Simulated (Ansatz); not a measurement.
A relaxation computed with Ansatz, from input to last step.

```yaml
crystal:
  lattice:
    - [4.846926, 0.050833, -0.127898]
    - [0.050833, 5.658602, 0.435045]
    - [-0.127898, 0.435045, 5.227611]
  atoms:
    - { symbol: Ti, position: [0.7609268821, 0.228729159, 0.1455377681] }
    - { symbol: Ti, position: [0.2577500925, 0.113447377, 0.0227541913] }
    - { symbol: Ti, position: [0.5869226505, 0.7714466809, 0.9208013582] }
    - { symbol: Ti, position: [0.1219490258, 0.1051825599, 0.5337978527] }
    - { symbol: Ti, position: [0.3367089825, 0.4769851263, 0.2659580535] }
    - { symbol: Ti, position: [0.5452752323, 0.8562158751, 0.4139201402] }
    - { symbol: Ti, position: [0.6279070026, 0.2224048355, 0.6559811294] }
    - { symbol: C, position: [0.2352192017, 0.4530175481, 0.7019392413] }
    - { symbol: C, position: [0.8857576664, 0.5724682176, 0.6045766141] }
    - { symbol: C, position: [0.8674470731, 0.5840744958, 0.296161582] }
    - { symbol: C, position: [0.0329128588, 0.5022432068, 0.8970174489] }
    - { symbol: C, position: [0.1312150142, 0.7014213051, 0.6997697584] }
    - { symbol: C, position: [0.0693880515, 0.7482843017, 0.966547455] }
    - { symbol: C, position: [0.0318801355, 0.8071398101, 0.2793580797] }
  symmetry: { detect: false }
basis:
  ecutwfc: 420
kpoints:
  mp_grid: { grid: [3, 3, 3], shift: [0.0, 0.0, 0.0] }
hamiltonian:
  xc: pbe
scf:
  occupations: { method: gaussian, width: 0.1 }
  lower_state_search: "off"
output:
  forces: true
  stress: true
  eigenvalues: true
relax:
  adjacent_minimum: "off"
  f_tol: 0.04
  max_steps: 70
  cell: { stress_tol: 0.3 }
```

```bash
ansatz run input.yaml --threads 2 --pin off --max-ram 4096MiB --backend cpu --events-out ev --progress --plain --runs-dir out
```

Method: DFT PBE, scalar-relativistic, plane waves, PAW (Ansatz).

Of 40 frames 10 are shown, positions in Å and forces in eV/Å; the SCF threshold varies from step to step. Steps run on the plane waves of an earlier cell, with a Pulay correction in the pressure. The basis is chosen afresh for the last frame, the zero of the energies, and can be on the way; energy and pressure step there, also at an unchanged geometry. Here that happened at step 22 (-10 meV/atom, 1.2 GPa); the frames before carry an error of that size. The mark taken_back stands on steps that the optimiser undid.

```xyz
14
Lattice="4.8469 0.0508 -0.1279 0.0508 5.6586 0.4350 -0.1279 0.4350 5.2276" Properties=species:S:1:pos:R:3:forces:R:3 pbc="T T T" step=1 free_energy_over_end_meV_per_atom=993.75 pressure_GPa=18.39
Ti    3.6812    1.3963    0.7630    1.7710    0.7710    0.0890
Ti    1.2522    0.6650    0.1353   -1.8930    0.3130   -0.4040
Ti    2.7662    4.7957    5.0741    1.4180   -0.8000   -0.5680
Ti    0.5282    0.8336    2.8207   -1.2660   -1.6260    0.4780
Ti    1.6222    2.8319    1.5548   -1.9320    1.4590   -0.5590
Ti    2.6335    5.0528    2.4666    0.7030   -1.8700    0.8740
Ti    2.9708    1.5758    3.4457    0.4820    2.4600    0.8730
C     1.0733    2.8808    3.8365    2.9300   -1.6420   -0.2860
C     4.2450    3.5474    3.2963   -2.1830    0.2850   -0.7610
C     4.1963    3.4780    1.6914   -1.3960   -0.5800    3.3900
C     0.0703    3.2339    4.9035   -1.7550   -3.4380    4.1530
C     0.5821    4.2802    3.9465    1.2990    2.6860   -4.0700
C     0.2507    4.6583    5.3694    2.2210    1.2490    0.3650
C     0.1598    4.6904    1.8074   -0.3980    0.7320   -3.5750
14
Lattice="4.8841 -0.0978 -0.1265 -0.1171 5.3127 0.4880 -0.1225 0.4088 5.9075" Properties=species:S:1:pos:R:3:forces:R:3 pbc="T T T" step=5 free_energy_over_end_meV_per_atom=277.48 pressure_GPa=1.27
Ti    3.6873    1.2512    1.0369   -0.6850   -0.1860    0.0850
Ti    1.0492    0.5704    0.1204    0.8810   -0.7330   -0.3040
Ti    3.0744    4.4110    5.8302    0.3460   -0.0110    0.1890
Ti    0.4329    0.4225    3.2959   -0.2430   -0.7460    0.1520
Ti    1.1796    2.7945    1.8053   -0.3340    0.2290    0.5500
Ti    2.5341    4.6487    2.9081    0.5820    0.4940   -0.0120
Ti    3.0680    1.8132    4.1089    0.7180   -0.6960    0.0320
C     1.1389    2.3866    4.4377   -0.7630    0.6150    0.0490
C     4.1059    3.4480    3.6036    0.0450    2.6610   -0.6250
C     3.9004    3.1823    2.1019    0.0040    0.3630   -0.9370
C     0.0387    2.8528    5.7305    0.2570    0.3600    1.2360
C     0.6976    3.8077    4.1031    0.5570   -2.1720   -0.8430
C     0.5219    4.2981    5.8683   -0.2440   -0.4750   -1.5930
C    -0.3528    4.5515    1.5797   -1.1220    0.2980    2.0220
14
Lattice="4.8317 -0.2421 -0.2189 -0.2917 5.4075 0.6339 -0.2336 0.5511 5.9694" Properties=species:S:1:pos:R:3:forces:R:3 pbc="T T T" step=10 free_energy_over_end_meV_per_atom=50.58 pressure_GPa=1.25 taken_back
Ti    3.4819    1.2940    1.0719   -0.1840   -0.2310    0.3800
Ti    0.9879    0.4974   -0.0530    0.0920   -0.0680    0.0490
Ti    2.9070    4.5205    6.1084   -0.0990    0.0470   -0.1520
Ti    0.5047    0.3472    3.2233   -0.4050   -0.0260   -0.0040
Ti    0.8994    2.9679    2.0669   -0.1310    0.4590   -1.3760
Ti    2.4075    4.7723    3.1832   -0.0440   -0.0060   -0.1430
Ti    3.2594    1.8475    3.9830   -0.2040   -0.3120    0.3450
C     0.9970    2.2157    3.9600   -0.1680    0.7880    1.9690
C     3.9490    3.6821    3.6450    0.0060    0.3960   -0.1120
C     3.4239    3.2025    2.1981    0.2440    0.5290   -0.0970
C    -0.4240    3.1544    6.1834    0.5160   -0.2060   -0.4550
C     0.5559    3.6815    4.2647    0.0990   -0.9670   -0.8740
C     0.4608    4.2299    5.7136    0.3570   -0.1490    0.2930
C    -0.6915    4.9638    1.9756   -0.0790   -0.2540    0.1780
14
Lattice="4.9700 -0.3074 -0.0710 -0.3535 5.2679 0.5635 -0.0815 0.4718 6.0149" Properties=species:S:1:pos:R:3:forces:R:3 pbc="T T T" step=14 free_energy_over_end_meV_per_atom=28.30 pressure_GPa=0.17 taken_back
Ti    3.5547    1.1342    1.2365    0.0260    0.2050   -0.0150
Ti    1.0627    0.4487   -0.0327   -0.0980    0.2660    0.1630
Ti    3.1251    4.2561    6.1905    0.1340   -0.0770    0.1780
Ti    0.5665    0.3818    3.1646    0.2020   -0.3380   -0.0210
Ti    0.7691    3.0423    1.8510    0.5560   -0.3620    0.1450
Ti    2.4980    4.4253    3.3266   -0.3750   -0.2470    0.1220
Ti    3.3626    1.6536    4.3459   -0.1300    0.1530   -0.3000
C     1.2365    2.2126    3.9525   -0.0670    0.6170    0.2600
C     4.1034    3.4464    3.8312    0.4010    0.0660   -0.2040
C     3.7458    3.1122    2.2947   -0.3210   -0.0140    0.1860
C    -0.2964    2.9328    6.1460   -0.0880   -0.2660   -0.1670
C     0.5769    3.5305    4.2312   -0.0330    0.0450    0.2060
C     0.5753    4.0590    5.7220   -0.0800   -0.2020   -0.4330
C    -0.7172    4.7990    1.9105   -0.1270    0.1550   -0.1200
14
Lattice="4.9481 -0.2974 -0.0960 -0.3445 5.3001 0.5658 -0.1072 0.4769 6.0095" Properties=species:S:1:pos:R:3:forces:R:3 pbc="T T T" step=18 free_energy_over_end_meV_per_atom=20.82 pressure_GPa=-0.11
Ti    3.5358    1.1572    1.2164   -0.0060   -0.0080    0.0150
Ti    1.0351    0.4676   -0.0107    0.0230   -0.0030    0.0110
Ti    3.1064    4.2757    6.1777   -0.0060    0.0210    0.0070
Ti    0.5625    0.3773    3.1839   -0.0140    0.0180   -0.0110
Ti    0.8162    2.9890    1.8682   -0.0070    0.0240   -0.0210
Ti    2.4618    4.4586    3.3100    0.0330   -0.0150   -0.0120
Ti    3.2943    1.7058    4.2502    0.0300   -0.0340   -0.0090
C     1.2520    2.2879    3.9721   -0.0070    0.0300   -0.0050
C     4.0999    3.4964    3.7676   -0.0290   -0.0340   -0.0660
C     3.7118    3.1314    2.2692   -0.0250   -0.0300    0.0120
C    -0.3300    2.9282    6.1273   -0.0130    0.0220    0.0140
C     0.5695    3.5806    4.2378    0.0320    0.0180    0.0790
C     0.5299    4.0713    5.7209   -0.0230   -0.0270   -0.0360
C    -0.7287    4.8306    1.9188    0.0100    0.0180    0.0210
14
Lattice="4.9826 -0.3202 -0.1259 -0.3730 5.2658 0.5703 -0.1401 0.4728 6.0957" Properties=species:S:1:pos:R:3:forces:R:3 pbc="T T T" step=23 free_energy_over_end_meV_per_atom=9.45 pressure_GPa=-0.56
Ti    3.5408    1.1147    1.2193   -0.0110    0.0730   -0.0360
Ti    1.0298    0.4683    0.0023   -0.0620   -0.0030    0.0040
Ti    3.0602    4.2282    6.2712   -0.0120   -0.0440    0.0350
Ti    0.5684    0.3801    3.2241   -0.0470    0.0830   -0.0500
Ti    0.7775    2.9868    1.8610   -0.0110   -0.0210   -0.0770
Ti    2.4562    4.3822    3.3308    0.0530   -0.1150    0.0610
Ti    3.2782    1.6742    4.3091   -0.0020    0.0450    0.0390
C     1.2753    2.3120    4.0083    0.0160    0.0310    0.0390
C     4.1197    3.4328    3.7553    0.0530   -0.0250    0.0500
C     3.7262    3.0702    2.2664    0.0440    0.0740    0.0090
C    -0.4160    2.8995    6.2030    0.0690    0.0680   -0.0530
C     0.5487    3.5697    4.3071   -0.0400   -0.0310    0.0480
C     0.4511    4.0349    5.8017   -0.0410   -0.0980   -0.0380
C    -0.7572    4.8026    1.9558   -0.0100   -0.0370   -0.0330
14
Lattice="5.0212 -0.3696 -0.1305 -0.4319 5.1493 0.4792 -0.1454 0.3693 6.2480" Properties=species:S:1:pos:R:3:forces:R:3 pbc="T T T" step=27 free_energy_over_end_meV_per_atom=4.79 pressure_GPa=0.44
Ti    3.4624    1.0028    1.2659   -0.0960   -0.0200   -0.0950
Ti    0.9739    0.4904   -0.0062   -0.0320    0.0250    0.0250
Ti    2.9699    3.9118    6.4184   -0.0070    0.0350    0.0250
Ti    0.6132    0.4059    3.1494   -0.0410   -0.0670    0.0280
Ti    0.7178    2.9921    1.7153    0.0350    0.0230    0.0270
Ti    2.4692    4.1135    3.3992   -0.0330   -0.0410    0.0290
Ti    3.2818    1.5358    4.4578    0.0550   -0.0780    0.0940
C     1.3384    2.2654    4.0173   -0.0300   -0.0330   -0.0410
C     4.1845    3.2606    3.7870    0.0500   -0.0400   -0.1870
C     3.8186    2.9374    2.2782    0.0450    0.0930    0.0740
C    -0.5271    2.6624    6.2953   -0.0350   -0.0910    0.0540
C     0.5408    3.4694    4.4096   -0.0380    0.2110    0.0340
C     0.3999    3.7378    5.8977    0.1030   -0.0560   -0.0660
C    -0.8328    4.7010    1.8822    0.0240    0.0410   -0.0020
14
Lattice="5.0750 -0.4368 -0.1730 -0.5131 5.0936 0.4733 -0.1959 0.3543 6.3469" Properties=species:S:1:pos:R:3:forces:R:3 pbc="T T T" step=31 free_energy_over_end_meV_per_atom=2.60 pressure_GPa=0.30
Ti    3.4231    0.9474    1.2711   -0.1050    0.1290   -0.0070
Ti    0.9049    0.6180   -0.0165    0.0330    0.0300    0.1250
Ti    2.7873    3.7922    6.5563   -0.0640    0.0180   -0.0650
Ti    0.6319    0.3756    3.1579   -0.0910   -0.0390   -0.0510
Ti    0.6517    3.0398    1.6711   -0.0130   -0.0540   -0.0080
Ti    2.4596    3.9490    3.4470    0.0190    0.0640    0.0480
Ti    3.2247    1.4081    4.5781    0.0380   -0.0220   -0.1350
C     1.3281    2.1970    4.0710    0.0230   -0.0240    0.0250
C     4.2093    3.0757    3.7412    0.0190    0.0040    0.1070
C     3.8642    2.9005    2.2586   -0.0240   -0.0580   -0.0140
C    -0.6938    2.6433    6.3880    0.1440    0.0370   -0.0540
C     0.4991    3.3924    4.4735   -0.0290    0.0010   -0.0880
C     0.3837    3.5487    5.9619   -0.0270   -0.0630    0.0660
C    -0.9216    4.7212    1.8648    0.0780   -0.0230    0.0510
14
Lattice="5.0788 -0.4257 -0.2035 -0.5031 5.1268 0.4826 -0.2292 0.3687 6.3047" Properties=species:S:1:pos:R:3:forces:R:3 pbc="T T T" step=36 free_energy_over_end_meV_per_atom=1.52 pressure_GPa=0.03
Ti    3.4274    0.9865    1.2356   -0.0230   -0.0160    0.0100
Ti    0.9088    0.6319    0.0171    0.0110    0.0110   -0.0160
Ti    2.7131    3.8549    6.4834   -0.0030    0.0020   -0.0060
Ti    0.6116    0.3787    3.1384    0.0130    0.0150    0.0290
Ti    0.6477    3.0364    1.7021   -0.0280    0.0070    0.0060
Ti    2.4603    4.0235    3.4170   -0.0050    0.0070   -0.0140
Ti    3.2058    1.4471    4.5031    0.0230    0.0160   -0.0140
C     1.3137    2.2279    3.9896    0.0090   -0.0160   -0.0040
C     4.1992    3.1262    3.7104   -0.0210    0.0090    0.0190
C     3.8397    2.9435    2.2208    0.0060   -0.0320    0.0130
C    -0.7063    2.6783    6.3540    0.0330    0.0180   -0.0120
C     0.4982    3.4113    4.4410    0.0020   -0.0110   -0.0170
C     0.4097    3.5205    5.9395   -0.0140   -0.0110    0.0210
C    -0.9307    4.7462    1.8580   -0.0020    0.0010   -0.0150
14
Lattice="5.0812 -0.4291 -0.2082 -0.5073 5.1240 0.4840 -0.2345 0.3695 6.3105" Properties=species:S:1:pos:R:3:forces:R:3 pbc="T T T" step=40 free_energy_over_end_meV_per_atom=0.00 pressure_GPa=-0.01
Ti    3.4253    0.9816    1.2331    0.0090    0.0080   -0.0190
Ti    0.9077    0.6326    0.0155   -0.0040    0.0100    0.0050
Ti    2.7018    3.8515    6.4875   -0.0130   -0.0090   -0.0090
Ti    0.6116    0.3806    3.1421   -0.0050   -0.0250   -0.0180
Ti    0.6402    3.0367    1.7048    0.0070    0.0070   -0.0220
Ti    2.4560    4.0198    3.4168    0.0270   -0.0050   -0.0040
Ti    3.2056    1.4467    4.5001    0.0040   -0.0110    0.0200
C     1.3102    2.2256    3.9920    0.0000    0.0080    0.0000
C     4.1969    3.1240    3.7120   -0.0120    0.0170   -0.0070
C     3.8374    2.9362    2.2212   -0.0170   -0.0070    0.0230
C    -0.7138    2.6799    6.3606    0.0030   -0.0120    0.0010
C     0.4940    3.4071    4.4459   -0.0010    0.0120    0.0120
C     0.4057    3.5156    5.9464   -0.0020   -0.0040    0.0100
C    -0.9368    4.7427    1.8600    0.0030    0.0090    0.0080
```

It took 3.2 min on 2 threads of Intel(R) Xeon(R) 6975P-C (Granite Rapids) (shared host), peak memory 0.54 GiB.

The k mesh is coarse.